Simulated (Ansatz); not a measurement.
# TiPbO3: relaxation (Ansatz)

The command:

```bash
ansatz run input.yaml --threads 2 --pin off --max-ram 4096MiB --backend cpu --events-out ev --progress --plain --runs-dir out
```

The input file (Ansatz 0.2.0, plane waves):

```yaml
crystal:
  lattice:
    - [3.94675827, 3.94675827, 0.0]
    - [0.0, 3.94675827, 4.08159757]
    - [3.94675827, 0.0, 4.08159757]
  atoms:
    - { symbol: Pb, position: [0.0, 0.0, 0.0] }
    - { symbol: Pb, position: [0.5, 0.5, 0.5] }
    - { symbol: Ti, position: [0.2358, 0.2642, 0.2642] }
    - { symbol: Ti, position: [0.7358, 0.7642, 0.7642] }
    - { symbol: O, position: [0.458, 0.042, 0.042] }
    - { symbol: O, position: [0.958, 0.542, 0.542] }
    - { symbol: O, position: [0.459, 0.541, 0.041] }
    - { symbol: O, position: [0.959, 0.041, 0.541] }
    - { symbol: O, position: [0.459, 0.041, 0.541] }
    - { symbol: O, position: [0.959, 0.541, 0.041] }
kpoints:
  mp_grid: { grid: [5, 5, 5], shift: [0, 0, 0] }
magnetization:
  spin_polarized: true
scf:
  occupations: { method: gaussian, width: 0.1745 }
  lower_state_search: "off"
hamiltonian:
  pseudopotentials: { kind: paw }
  xc: r2scan
  hubbard:
    projectors: all-electron-ortho-atomic
    sites: [{ species: Ti, l: d, u_eff: 4.46 }]
basis:
  ecutwfc: 500
  fft_grid_basis: typed
relax:
  max_steps: 60
output:
  forces: true
  stress: true
  eigenvalues: true
  bader: true
  populations: true
  elf: true
  write_potential: true
  volumetric_format: npy
  dos:
    e_range: [-12, 8]
    de: 0.05
    projected: { site_lists: { O: [O], Pb: [Pb], Ti: [Ti] } }
checkpoint:
  read: saved_state
```

Origin of the cell: a database entry, scaled a little.

The saved state is a converged single point of the same cell.

Steps:

| step | ΔF (meV/atom) | max force component (eV/Å) | SCF iterations | step was |
| --- | --- | --- | --- | --- |
| 1 | 0.0 | 0.336 | 7 | accepted |
| 2 | -4.6 | 0.344 | 7 | accepted |
| 3 | -4.9 | 0.386 | 6 | accepted |
| 4 | -5.6 | 0.208 | 4 | accepted |
| 5 | -6.0 | 0.023 | 5 | accepted |
| 6 | -6.0 | 0.002 | 5 | accepted |

Step 1, with forces in eV/Å:

```xyz
10
Lattice="3.947 3.947 0.000 0.000 3.947 4.082 3.947 0.000 4.082" Properties=species:S:1:pos:R:3:forces:R:3 pbc="T T T" step=1
Pb    0.000    0.000    0.000    0.000    0.000   -0.284
Pb    3.947    3.947    4.082    0.000    0.000   -0.284
Ti    1.973    1.973    2.157    0.000    0.000    0.042
Ti    5.920    5.920    6.238    0.000    0.000    0.042
O     1.973    1.973    0.343    0.000    0.000   -0.336
O     5.920    5.920    4.424    0.000    0.000   -0.336
O     1.973    3.947    2.375    0.000    0.000    0.289
O     5.920    3.947    2.375    0.000    0.000    0.289
O     3.947    1.973    2.375    0.000    0.000    0.289
O     3.947    5.920    2.375    0.000    0.000    0.289
```

Step 2, with forces in eV/Å:

```xyz
10
Lattice="3.947 3.947 0.000 0.000 3.947 4.082 3.947 0.000 4.082" Properties=species:S:1:pos:R:3:forces:R:3 pbc="T T T" step=2
Pb    0.000    0.000   -0.071    0.000    0.000    0.034
Pb    3.947    3.947    4.011    0.000    0.000    0.034
Ti    1.973    1.973    2.164    0.000    0.000   -0.344
Ti    5.920    5.920    6.245    0.000    0.000   -0.344
O     1.973    1.973    0.343    0.000    0.000    0.021
O     5.920    5.920    4.424    0.000    0.000    0.021
O     1.973    3.947    2.407    0.000    0.000    0.145
O     5.920    3.947    2.407    0.000    0.000    0.145
O     3.947    1.973    2.407    0.000    0.000    0.145
O     3.947    5.920    2.407    0.000    0.000    0.145
```

Step 3, with forces in eV/Å:

```xyz
10
Lattice="3.947 3.947 0.000 0.000 3.947 4.082 3.947 0.000 4.082" Properties=species:S:1:pos:R:3:forces:R:3 pbc="T T T" step=3
Pb    0.000    0.000   -0.065    0.000    0.000   -0.089
Pb    3.947    3.947    4.016    0.000    0.000   -0.089
Ti    1.973    1.973    2.139    0.000    0.000   -0.100
Ti    5.920    5.920    6.221    0.000    0.000   -0.100
O     1.973    1.973    0.318    0.000    0.000    0.386
O     5.920    5.920    4.400    0.000    0.000    0.386
O     1.973    3.947    2.429    0.000    0.000   -0.099
O     5.920    3.947    2.429    0.000    0.000   -0.099
O     3.947    1.973    2.429    0.000    0.000   -0.099
O     3.947    5.920    2.429    0.000    0.000   -0.099
```

Step 4, with forces in eV/Å:

```xyz
10
Lattice="3.947 3.947 0.000 0.000 3.947 4.082 3.947 0.000 4.082" Properties=species:S:1:pos:R:3:forces:R:3 pbc="T T T" step=4
Pb    0.000    0.000   -0.074    0.000    0.000   -0.003
Pb    3.947    3.947    4.007    0.000    0.000   -0.003
Ti    1.973    1.973    2.149    0.000    0.000   -0.207
Ti    5.920    5.920    6.231    0.000    0.000   -0.207
O     1.973    1.973    0.332    0.000    0.000    0.208
O     5.920    5.920    4.413    0.000    0.000    0.208
O     1.973    3.947    2.422    0.000    0.000    0.001
O     5.920    3.947    2.422    0.000    0.000    0.001
O     3.947    1.973    2.422    0.000    0.000    0.001
O     3.947    5.920    2.422    0.000    0.000    0.001
```

Step 5, with forces in eV/Å:

```xyz
10
Lattice="3.947 3.947 0.000 0.000 3.947 4.082 3.947 0.000 4.082" Properties=species:S:1:pos:R:3:forces:R:3 pbc="T T T" step=5
Pb    0.000    0.000   -0.084    0.000    0.000   -0.008
Pb    3.947    3.947    3.998    0.000    0.000   -0.008
Ti    1.973    1.973    2.139    0.000    0.000    0.023
Ti    5.920    5.920    6.220    0.000    0.000    0.023
O     1.973    1.973    0.342    0.000    0.000   -0.022
O     5.920    5.920    4.424    0.000    0.000   -0.022
O     1.973    3.947    2.427    0.000    0.000    0.002
O     5.920    3.947    2.427    0.000    0.000    0.002
O     3.947    1.973    2.427    0.000    0.000    0.002
O     3.947    5.920    2.427    0.000    0.000    0.002
```

Step 6, with forces in eV/Å:

```xyz
10
Lattice="3.947 3.947 0.000 0.000 3.947 4.082 3.947 0.000 4.082" Properties=species:S:1:pos:R:3:forces:R:3 pbc="T T T" step=6
Pb    0.000    0.000   -0.084    0.000    0.000    0.000
Pb    3.947    3.947    3.997    0.000    0.000    0.000
Ti    1.973    1.973    2.140    0.000    0.000   -0.002
Ti    5.920    5.920    6.221    0.000    0.000   -0.002
O     1.973    1.973    0.342    0.000    0.000    0.002
O     5.920    5.920    4.423    0.000    0.000    0.002
O     1.973    3.947    2.427    0.000    0.000    0.000
O     5.920    3.947    2.427    0.000    0.000    0.000
O     3.947    1.973    2.427    0.000    0.000    0.000
O     3.947    5.920    2.427    0.000    0.000    0.000
```

* Free energy lowered by: 6.0 meV/atom
* Final pressure: -0.52 GPa
* Relaxation steps listed: 6

Caveats: no spin-orbit coupling, though heavy elements are present; spin is on but no moment was typed; the SCF threshold is looser than advised for a stress; the relaxation held the start's symmetry, so the end may be a saddle point; wide smearing.

The run took 2.2 min on 2 threads of Arm Neoverse V2, with other jobs on the host, peak memory 1.1 GiB, from a saved density.
